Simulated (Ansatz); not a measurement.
# The perfect armchair graphene nanoribbon (N = 14, H edges)

Wanted: the relaxed geometry and the bands of the armchair graphene nanoribbon (N = 14, H edges).

Method: DFT PBE, plane waves, PAW; relaxation of a wire's period, in the first sound run; inputs show where later runs differ, in Ansatz 0.2.0.

### Step 1. The starting structure

The cell holds 32 atoms: 28 C and 4 H. Cell: a = 24.840 Å, b = 7.000 Å, c = 4.260 Å, α = 90.0°, β = 90.0°, γ = 90.0°. Vacuum lies along a and b. The structure's axis is c.

### Step 2. Relaxation of atoms and period

Band widths follow the bond lengths, so the wire is relaxed first. The atoms and the third cell vector are free; the box across stays fixed as vacuum. A Fermi-Dirac smearing is set since the result may be a metal. The pressure printed is a third of the stress's trace over the whole box, vacuum included; only the stress along the axis is relaxed.

Input file input.yaml:

```yaml
crystal:
  lattice:
    - [24.84, 0.0, 0.0]
    - [0.0, 7.0, 0.0]
    - [0.0, 0.0, 4.26]
  atoms:
    - { symbol: C, position: [0.178206408, 0.5, 0.0] }
    - { symbol: C, position: [0.277220585, 0.5, 0.0] }
    - { symbol: C, position: [0.376234761, 0.5, 0.0] }
    - { symbol: C, position: [0.475248938, 0.5, 0.0] }
    - { symbol: C, position: [0.574263115, 0.5, 0.0] }
    - { symbol: C, position: [0.673277291, 0.5, 0.0] }
    - { symbol: C, position: [0.772291468, 0.5, 0.0] }
    - { symbol: C, position: [0.178206408, 0.5, 0.333333333] }
    - { symbol: C, position: [0.277220585, 0.5, 0.333333333] }
    - { symbol: C, position: [0.376234761, 0.5, 0.333333333] }
    - { symbol: C, position: [0.475248938, 0.5, 0.333333333] }
    - { symbol: C, position: [0.574263115, 0.5, 0.333333333] }
    - { symbol: C, position: [0.673277291, 0.5, 0.333333333] }
    - { symbol: C, position: [0.772291468, 0.5, 0.333333333] }
    - { symbol: H, position: [0.859103193, 0.5, 0.374413146] }
    - { symbol: H, position: [0.140901771, 0.5, 0.458920188] }
    - { symbol: C, position: [0.227713497, 0.5, 0.5] }
    - { symbol: C, position: [0.326727673, 0.5, 0.5] }
    - { symbol: C, position: [0.42574185, 0.5, 0.5] }
    - { symbol: C, position: [0.524756026, 0.5, 0.5] }
    - { symbol: C, position: [0.623770203, 0.5, 0.5] }
    - { symbol: C, position: [0.72278438, 0.5, 0.5] }
    - { symbol: C, position: [0.821798556, 0.5, 0.5] }
    - { symbol: C, position: [0.227713497, 0.5, 0.833333333] }
    - { symbol: C, position: [0.326727673, 0.5, 0.833333333] }
    - { symbol: C, position: [0.42574185, 0.5, 0.833333333] }
    - { symbol: C, position: [0.524756026, 0.5, 0.833333333] }
    - { symbol: C, position: [0.623770203, 0.5, 0.833333333] }
    - { symbol: C, position: [0.72278438, 0.5, 0.833333333] }
    - { symbol: C, position: [0.821798556, 0.5, 0.833333333] }
    - { symbol: H, position: [0.140901771, 0.5, 0.874413146] }
    - { symbol: H, position: [0.859103193, 0.5, 0.958920188] }
kpoints:
  mp_grid: { grid: [1, 1, 19] }
scf:
  occupations: { method: fermi_dirac, width: 0.05 }
hamiltonian:
  xc: pbe
relax:
  cell: { fix: [a, b, alpha, beta, gamma] }
  max_steps: 60
```

Command:

```bash
> ansatz run input.yaml --threads 4 --pin off --max-ram 16384MiB --backend cpu --events-out ev --progress --plain --runs-dir out
```

Numbers of over 12 decimals in the logs are rounded to 6 here.

The log of the run:

```text
Engine: ansatz 0.2.0, aarch64-unknown-linux-gnu
Pseudopotentials: kind: paw
Pseudopotential: C, paw, valence charge 4, recommended cutoff 420 eV (normal), C.paw.azcp
Pseudopotential: H, paw, valence charge 1, recommended cutoff 420 eV (normal), H.paw.azcp
Functional definition: PBE
  parameter kappa = 0.804
  parameter beta = 0.066725
  exchange = pbe_x(kappa = kappa, mu = beta*pi^2/3)
  correlation = pbe_c(beta = beta)
Crystal: 32 atoms, lattice volume = 740.729 Å³
Basis set: ecut = 420 eV, 14479 PW (Γ), exchange–correlation on 360×96×60 points (8 copies of the dense FFT grid, shifted against one another)
Bands: 90, of which v1, the nominal top of the filled ones, is band 58 counted from 1 (57 counted from 0)
Symmetry: 8 space group operations
Space group: Pmma (ITA 51), of the structure as read, at distance tolerance 9.0e-5 Å
k-points: 10 of 19
Non-local potential: C, projectors of the file, l = 0: 2, l = 1: 2, l = 2: 1
Non-local potential: H, projectors of the file, l = 0: 2, l = 1: 1
PAW form: soft (Blöchl's): semilocal exchange-correlation on the pseudo side does not see the compensation charge
PAW one-centre angular grid: C, 110 points (default); XC on 64 Gauss nodes
PAW one-centre angular grid: H, 110 points (default); XC on 64 Gauss nodes
Initial density: superposition of atomic densities (neutral atoms: chi_scale 0, normalization atom), corrected by the library's trained network
Initial wavefunctions: pseudopotential atomic-orbital guess
Functional: x = pbe(κ = 0.804, μ = 0.219515), c = pbe(β = 0.066725)
SCF iter   1: F=—  HF=-7089.367905 eV  |F-HF|=—  |Δ(HF+E_count)|=         —  Δρ=2.57e-3  dr2=1.51e-1  ethr=1.77e-3  ⟨swp⟩=10.0  Hψ=5232  notcnv=0  defer=177
preconditioner: auto → LDOS  [insulator: Δε(μ)=0.138 eV  Ē_g=14.463 eV  σ=0.050 eV  W_gap=0.60  n_scr=116 (ndim 8)  ℏωp=14.7 eV  f_vac=0.584  D(μ)=0.68/eV (n_scr^D=2)  ε∞_Penn≈2.0  β→1.0]
SCF iter   2: F=—  HF=-7089.392873 eV  |F-HF|=—  |Δ(HF+E_count)|=   2.50e-2  Δρ=2.72e-3  dr2=2.42e-1  ethr=1.30e-4  ⟨swp⟩=3.2  Hψ=1774  notcnv=0  defer=245
SCF iter   3: F=—  HF=-7089.345434 eV  |F-HF|=—  |Δ(HF+E_count)|=   4.74e-2  Δρ=1.21e-3  dr2=2.95e-2  ethr=1.30e-4  ⟨swp⟩=2.6  Hψ=1272  notcnv=0  defer=245
SCF iter   4: F=—  HF=-7089.338431 eV  |F-HF|=—  |Δ(HF+E_count)|=   7.00e-3  Δρ=2.81e-4  dr2=1.12e-3  ethr=2.54e-5  ⟨swp⟩=2.4  Hψ=1271  notcnv=0  defer=245
SCF iter   5: F=—  HF=-7089.338241 eV  |F-HF|=—  |Δ(HF+E_count)|=   1.90e-4  Δρ=6.63e-5  dr2=3.63e-5  ethr=9.66e-7  ⟨swp⟩=2.0  Hψ=1234  notcnv=0  defer=245
SCF iter   6: F=—  HF=-7089.338496 eV  |F-HF|=—  |Δ(HF+E_count)|=   2.55e-4  Δρ=2.43e-5  dr2=6.48e-6  ethr=3.13e-8  ⟨swp⟩=2.0  Hψ=1336  notcnv=0  defer=245
SCF iter   7: F=—  HF=-7089.338504 eV  |F-HF|=—  |Δ(HF+E_count)|=   8.22e-6  Δρ=7.37e-6  dr2=2.14e-7  ethr=5.59e-9  ⟨swp⟩=2.0  Hψ=1082  notcnv=0  defer=245
SCF iter   8: F=-7089.338505 eV  HF=-7089.338505 eV  |F-HF|=2.00e-8  |Δ(HF+E_count)|=   8.24e-7  Δρ=2.41e-6  dr2=2.05e-8  ethr=8.62e-11  ⟨swp⟩=4.2  Hψ=2678  notcnv=0
SCF 1 converged in 8 iterations: F = -7089.338505 eV  dr2 = 2.05e-8
  greatest PAW one-centre occupation: 0.674 electrons in one spin orbital (limit 2), on the C atom at site 28 (counted from 0), in its partial waves of l = 0
relax step   1: F+E_penalty+E_count = -7089.33850481 eV  Δ(F+E_penalty+E_count) = +0.000e0 eV  max|allowed force component| = 2.398e0 eV/Å  Δτ_max = 0.0000 Å  P = +0.715 GPa  Ω = 740.729 Å³  fix = [a, b, alpha, beta, gamma]  reactions: a +0.878, b +0.115 GPa  (8 SCF iters, dr2 threshold 1.00e-7 eV, accepted)
Crystal: 32 atoms, lattice volume = 744.354 Å³
Basis set: ecut = 420 eV, 14563 PW (Γ), exchange–correlation on 360×96×60 points (8 copies of the dense FFT grid, shifted against one another)
Initial density: handed on by an earlier stage of this run
Initial wavefunctions: those handed on with the density
iter 1 solved again at ethr=7.01e-5 eV; its pass at ethr=3.10e-3 eV (dr2=8.14e-2 eV) is discarded
SCF iter   1: F=—  HF=-7089.556620 eV  |F-HF|=—  |Δ(HF+E_count)|=         —  Δρ=3.76e-3  dr2=8.29e-2  ethr=7.01e-5  ⟨swp⟩=6.1  Hψ=3872  notcnv=0  defer=2
preconditioner: auto → LDOS  [insulator: Δε(μ)=0.133 eV  Ē_g=14.131 eV  σ=0.050 eV  W_gap=0.58  n_scr=116 (ndim 8)  ℏωp=14.7 eV  f_vac=0.588  D(μ)=0.70/eV (n_scr^D=2)  ε∞_Penn≈2.1  β→1.0]
SCF iter   2: F=—  HF=-7089.561446 eV  |F-HF|=—  |Δ(HF+E_count)|=   4.83e-3  Δρ=2.52e-3  dr2=8.97e-2  ethr=7.01e-5  ⟨swp⟩=3.5  Hψ=2134  notcnv=0  defer=23
SCF iter   3: F=—  HF=-7089.536466 eV  |F-HF|=—  |Δ(HF+E_count)|=   2.50e-2  Δρ=5.25e-4  dr2=3.82e-3  ethr=7.01e-5  ⟨swp⟩=2.0  Hψ=1514  notcnv=0  defer=121
SCF iter   4: F=—  HF=-7089.535895 eV  |F-HF|=—  |Δ(HF+E_count)|=   5.71e-4  Δρ=2.26e-4  dr2=6.66e-4  ethr=3.30e-6  ⟨swp⟩=2.0  Hψ=1349  notcnv=0  defer=121
SCF iter   5: F=—  HF=-7089.535946 eV  |F-HF|=—  |Δ(HF+E_count)|=   5.07e-5  Δρ=5.48e-5  dr2=1.22e-5  ethr=5.74e-7  ⟨swp⟩=2.0  Hψ=1225  notcnv=0  defer=137
SCF iter   6: F=-7089.535948 eV  HF=-7089.535949 eV  |F-HF|=7.64e-7  |Δ(HF+E_count)|=   2.74e-6  Δρ=1.55e-5  dr2=1.69e-6  ethr=2.76e-9  ⟨swp⟩=5.0  Hψ=2982  notcnv=0
SCF 2 converged in 6 iterations: F = -7089.535948 eV  dr2 = 1.69e-6
  greatest PAW one-centre occupation: 0.676 electrons in one spin orbital (limit 2), on the C atom at site 22 (counted from 0), in its partial waves of l = 0
relax step   2: F+E_penalty+E_count = -7089.53594807 eV  Δ(F+E_penalty+E_count) = -1.974e-1 eV  max|allowed force component| = 7.357e-1 eV/Å  Δτ_max = 0.0443 Å  P = +0.228 GPa  Ω = 744.354 Å³  energy of the carried Pulay correction = -4.347e-3 eV  fix = [a, b, alpha, beta, gamma]  reactions: a +0.413, b +0.109 GPa  (6 SCF iters, dr2 threshold 3.20e-6 eV, accepted)
Crystal: 32 atoms, lattice volume = 745.082 Å³
Basis set: ecut = 420 eV, 14579 PW (Γ), exchange–correlation on 360×96×60 points (8 copies of the dense FFT grid, shifted against one another)
iter 1 solved again at ethr=1.25e-5 eV; its pass at ethr=3.10e-3 eV (dr2=1.45e-2 eV) is discarded
SCF iter   1: F=—  HF=-7089.556331 eV  |F-HF|=—  |Δ(HF+E_count)|=         —  Δρ=1.73e-3  dr2=1.45e-2  ethr=1.25e-5  ⟨swp⟩=3.1  Hψ=3486  notcnv=0
preconditioner: auto → LDOS  [insulator: Δε(μ)=0.147 eV  Ē_g=14.130 eV  σ=0.050 eV  W_gap=0.62  n_scr=116 (ndim 8)  ℏωp=14.7 eV  f_vac=0.586  D(μ)=0.64/eV (n_scr^D=2)  ε∞_Penn≈2.1  β→1.0]
SCF iter   2: F=—  HF=-7089.556476 eV  |F-HF|=—  |Δ(HF+E_count)|=   1.45e-4  Δρ=9.28e-4  dr2=1.49e-2  ethr=1.25e-5  ⟨swp⟩=2.9  Hψ=1927  notcnv=0
SCF iter   3: F=—  HF=-7089.553063 eV  |F-HF|=—  |Δ(HF+E_count)|=   3.41e-3  Δρ=3.44e-4  dr2=2.01e-3  ethr=1.25e-5  ⟨swp⟩=2.2  Hψ=1632  notcnv=0  defer=14
[...]
Initial wavefunctions: pseudopotential atomic-orbital guess (no wavefunctions were taken with the density)
iter 1 solved again at ethr=5.05e-7 eV; its pass at ethr=3.10e-3 eV (dr2=5.86e-4 eV) is discarded
SCF iter   1: F=—  HF=-7089.557106 eV  |F-HF|=—  |Δ(HF+E_count)|=         —  Δρ=3.75e-5  dr2=7.52e-7  ethr=5.05e-7  ⟨swp⟩=14.5  Hψ=11284  notcnv=0  defer=26
eigensolver tolerance schedule: the retry pair's looser diagonalisation over-reported the residual by 777.51 of it (diagonalisation noise at 0.15 of the residual, at the tolerance the schedule requests for it); recorded, not acted on — ethr = c·dr2/N_el stays at c = 1.0e-1
preconditioner: auto → LDOS  [insulator: Δε(μ)=0.140 eV  Ē_g=14.141 eV  σ=0.050 eV  W_gap=0.61  n_scr=116 (ndim 8)  ℏωp=14.7 eV  f_vac=0.586  D(μ)=0.67/eV (n_scr^D=2)  ε∞_Penn≈2.1  β→1.0]
SCF iter   2: F=—  HF=-7089.558059 eV  |F-HF|=—  |Δ(HF+E_count)|=   9.53e-4  Δρ=3.50e-6  dr2=1.22e-7  ethr=6.49e-10  ⟨swp⟩=3.2  Hψ=2107  notcnv=0  defer=45
SCF iter   3: F=—  HF=-7089.558058 eV  |F-HF|=—  |Δ(HF+E_count)|=   7.75e-8  Δρ=3.01e-6  dr2=1.41e-7  ethr=1.05e-10  ⟨swp⟩=2.9  Hψ=1666  notcnv=0  defer=45
SCF iter   4: F=—  HF=-7089.558059 eV  |F-HF|=—  |Δ(HF+E_count)|=   5.98e-8  Δρ=1.09e-6  dr2=1.40e-8  ethr=1.05e-10  ⟨swp⟩=2.0  Hψ=1059  notcnv=0  defer=45
SCF iter   5: F=—  HF=-7089.558059 eV  |F-HF|=—  |Δ(HF+E_count)|=   6.71e-9  Δρ=2.65e-7  dr2=7.75e-10  ethr=1.21e-11  ⟨swp⟩=2.0  Hψ=1126  notcnv=0  defer=45
SCF iter   6: F=-7089.558059 eV  HF=-7089.558059 eV  |F-HF|=2.91e-11  |Δ(HF+E_count)|=   5.36e-9  Δρ=5.72e-8  dr2=3.24e-11  ethr=1.00e-12  ⟨swp⟩=5.0  Hψ=2873  notcnv=0
SCF 5 converged in 6 iterations: F = -7089.558059 eV  dr2 = 3.24e-11
relax step   5: F+E_penalty+E_count = -7089.55805852 eV  Δ(F+E_penalty+E_count) = -5.128e-3 eV  max|allowed force component| = 9.565e-3 eV/Å  Δτ_max = 0.0000 Å  P = +0.043 GPa  Ω = 745.182 Å³  fix = [a, b, alpha, beta, gamma]  reactions: a -0.006, b +0.131 GPa  stress off target by 4.01e-3 GPa on what of the cell is left free  SCF on the basis re-selected at this cell (its energy is not comparable with the rows above)  (6 SCF iters)
basis re-selected at this cell: Δ(F+E_penalty+E_count) = -5.128e-3 eV, ΔP = +0.009 GPa vs the last step (what re-selecting the basis moved, of the pressure what is left beyond the Pulay correction that the steps carried, after the strain that the cell walked since its last selection, with what the two solves' SCF thresholds leave and, on support functions, any second-order correction that the steps lacked; it is no m [...]
SCF converged after 6 iterations
Free energy (F): -7089.558059 eV
Harris-Foulkes:  -7089.558059 eV  (|F-HF|=2.91e-11)
Internal energy: -7089.552787 eV  (E = F + TS)
E sigma→0 (E₀):  -7089.555423 eV
Entropy (-TS):   -0.005271 eV (-0.165 meV/atom)
Fermi energy:    -0.210581 eV
--- Per-component energies (eV) ---
  E_band       = -1067.916953
  E_kinetic    = 2595.182854
  E_local      = -25893.445481  (includes V_loc(G=0)·N_el)
  E_nonlocal   = 771.236690
  E_hartree    = 11679.634249
  E_xc         = -1377.769979
  E_vxc        = -1707.097469  (∫ρ·V_xc dr)
  E_paw        = -2783.707957  (= ΣΔE_a)
  E_vpaw       = -193.056566  (= ΣTr[D̂ρ^β])
  E_aug_tail   = -0.005340  (compensation charges beyond the density's cutoff)
  E_ewald      = 7919.322176
  E_smearing   = -0.005271  (= −TS)
  E_closure    = 0.000000  (closes the sum)
  Σ components = -7089.558059   (vs F -7089.558059, Δ=0.00e0)
--- Forces (eV/Å), atoms counted from 1 ---
  atom   1  C     -0.00421347     0.00000000     0.00956467
  atom   2  C     -0.00439137     0.00000000    -0.00340420
  atom   3  C      0.00053916     0.00000000    -0.00435700
  atom   4  C      0.00127113     0.00000000    -0.00083018
  atom   5  C      0.00197662    -0.00000000    -0.00641807
  atom   6  C     -0.00318116     0.00000000     0.00075855
  atom   7  C     -0.00220204     0.00000000    -0.00870422
  atom   8  C     -0.00421347     0.00000000    -0.00956467
  atom   9  C     -0.00439137     0.00000000     0.00340420
  atom  10  C      0.00053916    -0.00000000     0.00435700
  atom  11  C      0.00127113     0.00000000     0.00083018
  atom  12  C      0.00197662    -0.00000000     0.00641807
  atom  13  C     -0.00318116     0.00000000    -0.00075855
  atom  14  C     -0.00220204    -0.00000000     0.00870422
  atom  15  H     -0.00434857     0.00000000    -0.00274402
  atom  16  H      0.00434857     0.00000000     0.00274402
  atom  17  C      0.00220204     0.00000000    -0.00870422
  atom  18  C      0.00318116     0.00000000     0.00075855
  atom  19  C     -0.00197662    -0.00000000    -0.00641807
  atom  20  C     -0.00127113     0.00000000    -0.00083018
  atom  21  C     -0.00053916     0.00000000    -0.00435700
  atom  22  C      0.00439137     0.00000000    -0.00340420
  atom  23  C      0.00421347     0.00000000     0.00956467
  atom  24  C      0.00220204     0.00000000     0.00870422
  atom  25  C      0.00318116     0.00000000    -0.00075855
  atom  26  C     -0.00197662    -0.00000000     0.00641807
  atom  27  C     -0.00127113     0.00000000     0.00083018
  atom  28  C     -0.00053916    -0.00000000     0.00435700
  atom  29  C      0.00439137     0.00000000     0.00340420
  atom  30  C      0.00421347     0.00000000    -0.00956467
  atom  31  H      0.00434857     0.00000000    -0.00274402
  atom  32  H     -0.00434857     0.00000000     0.00274402
  max |Σ_I F_I| component: 4.77e-18 eV/Å
--- Stress (GPa, compression-positive) ---
       -0.006057       0.000000       0.000000
        0.000000       0.131128       0.000000
        0.000000       0.000000       0.004013
  P = ⅓ Tr σ = 0.0430 GPa (0.430 kbar)
--- Relaxed structure (4 steps of the walk, 4 accepted, 1 SCFs on fresh bases) ---
  F+E_penalty+E_count = -7089.55805852 eV   max|allowed force component| = 9.565e-3 eV/Å   (the final SCF, on the basis selected at the relaxed cell)
  cell:  # Å, volume = 745.1823 Å³
    - [24.84, 0.0, 0.0]
    - [0.0, 7.0, 0.0]
    - [0.0, 0.0, 4.285613]
  atoms:
    - { symbol: C, position: [0.178473, 0.500000, 0.00686633] }
    - { symbol: C, position: [0.276548, 0.500000, -0.000143614] }
    - { symbol: C, position: [0.375955, 0.500000, -7.10812077853324e-5] }
    - { symbol: C, position: [0.475193, 0.500000, 0.000232979] }
    - { symbol: C, position: [0.574461, 0.500000, 5.67125946760415e-5] }
    - { symbol: C, position: [0.673630, 0.500000, 0.000663787] }
    - { symbol: C, position: [0.773003, 0.500000, -0.00096809] }
    - { symbol: C, position: [0.178473, 0.500000, 0.326467] }
    - { symbol: C, position: [0.276548, 0.500000, 0.333477] }
    - { symbol: C, position: [0.375955, 0.500000, 0.333404] }
    - { symbol: C, position: [0.475193, 0.500000, 0.333100] }
    - { symbol: C, position: [0.574461, 0.500000, 0.333277] }
    - { symbol: C, position: [0.673630, 0.500000, 0.332670] }
    - { symbol: C, position: [0.773003, 0.500000, 0.334301] }
    - { symbol: H, position: [0.860090, 0.500000, 0.386778] }
    - { symbol: H, position: [0.139910, 0.500000, 0.446555] }
    - { symbol: C, position: [0.226997, 0.500000, 0.499032] }
    - { symbol: C, position: [0.326370, 0.500000, 0.500664] }
    - { symbol: C, position: [0.425539, 0.500000, 0.500057] }
    - { symbol: C, position: [0.524807, 0.500000, 0.500233] }
    - { symbol: C, position: [0.624045, 0.500000, 0.499929] }
    - { symbol: C, position: [0.723452, 0.500000, 0.499856] }
    - { symbol: C, position: [0.821527, 0.500000, 0.506866] }
    - { symbol: C, position: [0.226997, 0.500000, 0.834301] }
    - { symbol: C, position: [0.326370, 0.500000, 0.832670] }
    - { symbol: C, position: [0.425539, 0.500000, 0.833277] }
    - { symbol: C, position: [0.524807, 0.500000, 0.833100] }
    - { symbol: C, position: [0.624045, 0.500000, 0.833404] }
    - { symbol: C, position: [0.723452, 0.500000, 0.833477] }
    - { symbol: C, position: [0.821527, 0.500000, 0.826467] }
    - { symbol: H, position: [0.139910, 0.500000, 0.886778] }
    - { symbol: H, position: [0.860090, 0.500000, 0.946555] }
```

The job ended after 47 s (4 threads of Arm Neoverse V2, shared host; peak memory 2 GiB).

Relaxation path:

```csv
step,energy less that of the first step (eV),largest force component (eV/Å),pressure (GPa),volume (Å³)
1,0.0000,2.3980,0.71,740.73
2,-0.1974,0.7357,0.23,744.35
3,-0.2143,0.0534,0.06,745.08
4,-0.2144,0.0099,0.03,745.18
5*,-0.2196,0.0096,0.04,745.18
```

Relaxation steps marked * repeat the geometry before them on a plane-wave basis chosen anew for their cell, so energy and pressure can jump there.

Forces are held to the 8 operations that the run works with; a distortion that breaks them can't arise in this run.

```csv
cell as run,before,after,change
c (Å),4.260,4.286,+0.6 %
```

The atoms that moved most (Å, along periodic axes as changes of fractional coordinates times the final cell, across vacuum about the mean position):

```csv
atom,dx,dy,dz,length
H32,0.025,0.000,-0.053,0.058
H15,0.025,0.000,0.053,0.058
H16,-0.025,0.000,-0.053,0.058
H31,-0.025,0.000,0.053,0.058
C1,0.007,0.000,0.029,0.030
C8,0.007,0.000,-0.029,0.030
C23,-0.007,0.000,0.029,0.030
C30,-0.007,0.000,-0.029,0.030
```

Numbers from this step:

```
energy at zero smearing    : -7089.5554 eV
cell length along the wire : 4.286 Å
```

The cell's length comes to 4.286 Å with spin left out.

[end of part 1 of 3]

[Logs are printed without paths, hosts, clocks, repeated set-up lines and the standing remarks that a program may print on its own settings, such as how far it seeks lower states.]

[Hosts, paths, dates, database ids (printed as entryN), source tags and the programs' standing remarks are cut or masked in the printed files.]
